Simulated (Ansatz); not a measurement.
# BN: the crystal squeezed far

An exercise on one series of results from a longer session: the logs are not shown, and one member is left open.

Computed with Ansatz 0.2.0 (DFT PBEsol, with the methods named in each step, unless a step's input says otherwise).

**Starting point**

The structure is cubic, space group Fm-3m (No. 225). The conventional cell has a = 4.309 Å, b = 4.309 Å, c = 4.309 Å, α = 90.00°, β = 90.00°, γ = 90.00°. Around B (site symmetry m-3m) lie 6 N at 2.15 Å. N (site symmetry m-3m) is surrounded by 6 B at 2.15 Å.

As a file:

```
CELL_PARAMETERS angstrom
0.00000 2.15443 2.15443
2.15443 0.00000 2.15443
2.15443 2.15443 0.00000
ATOMIC_POSITIONS crystal
B 0.00000 0.00000 0.00000
N 0.50000 0.50000 0.50000
```

Whether this phase is the stable one at these pressures isn't tested.

Atoms are numbered in the order of the input: B1, N2.

The first run:

input.yaml

```yaml
crystal:
  lattice:
    - [0.0, 2.15443469, 2.15443469]
    - [2.15443469, 0.0, 2.15443469]
    - [2.15443469, 2.15443469, 0.0]
  atoms:
    - { symbol: B, position: [0.0, 0.0, 0.0] }
    - { symbol: "N", position: [0.5, 0.5, 0.5] }
kpoints:
  mp_grid: { grid: [15, 15, 15] }
scf:
  occupations: { method: fermi_dirac, width: 0.1 }
hamiltonian:
  xc: pbesol
  pseudopotentials: { kind: paw }
output:
  forces: true
  stress: true
relax:
  f_tol: 0.005
  max_steps: 40
  cell: {}
```

Run with:

```console
> ansatz run input.yaml --threads 1 --pin off --max-ram 2048MiB --backend cpu --events-out ev --progress --plain --runs-dir out
```

Steps of the session up to this table: Cell relaxed at zero pressure, PAW; Volume scaled by 1, PAW; Volume scaled by 0.94, PAW; Volume scaled by 0.88, PAW; Volume scaled by 0.8, PAW; Volume scaled by 0.72, PAW; Volume scaled by 0.64, PAW; Volume scaled by 0.55, PAW; Volume scaled by 0.55, PAW (level accurate).

One table of the session follows, with a row left open; its other results are not shown here.

| method | volume over the first | volume (Å³/atom) | pressure (GPa) | gap on the k mesh (eV) |
| --- | --- | --- | --- | --- |
| PAW | 1 | ? | ? | ? |
| PAW | 0.94 | 4.964 | 27.75 | 1.83 |
| PAW | 0.88 | 4.647 | 65.01 | 2.37 |
| PAW | 0.8 | 4.225 | 135.67 | 3.21 |
| PAW | 0.72 | 3.802 | 242.48 | 4.24 |
| PAW | 0.64 | 3.380 | 407.72 | 5.31 |
| PAW | 0.55 | 2.904 | 714.95 | 6.60 |
| PAW (level accurate) | 0.55 | 2.904 | 717.76 | 6.57 |

Q: Estimate the row for PAW, 1 from the others.

The run gave: volume (Å³/atom): 5.281; pressure (GPa): -0.02; gap on the k mesh (eV): 1.35. In the column «volume (Å³/atom)» it is the highest.
